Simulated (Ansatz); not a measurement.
SrCl2, 3 atoms in the cell. It takes space group Fm-3m (No. 225, cubic). The conventional cell has a = 6.977 Å, b = 6.977 Å, c = 6.977 Å, α = 90.00°, β = 90.00°, γ = 90.00°. Around Sr (site symmetry m-3m) lie 8 Cl at 3.02 Å. Around Cl (site symmetry -43m) lie 4 Sr at 3.02 Å. 

```yaml
Program: Ansatz 0.2.0
Task: single point
Functional: HSE06 form with a typed share of exact exchange
Potentials_or_basis: Ansatz PAW
Cutoff: "420 eV (not typed: the program's choice for these potentials)"
k_mesh: 4 × 4 × 4
Occupations: fermi-dirac, width 0.05 eV
Spin: no spin polarisation
Screening_1/Å: 0.2
Share_of_exact_exchange: 0.05
```

Potentials or basis: Ansatz PAW.

Run with:

```bash
$ ansatz run input.yaml --threads 2 --pin off --max-ram 5632MiB --backend cpu --events-out ev --progress --plain --runs-dir out
```

Hardware: 2 threads of Arm Neoverse V2, with other jobs on the host.

Problem. How long does it take, and how much memory?

Solution. Wall time 8.6 s on 2 threads of Arm Neoverse V2 (shared host), peak memory 0.8 GiB. Counts: scf iterations 9, plane waves 1639, k points 8, bands 16.
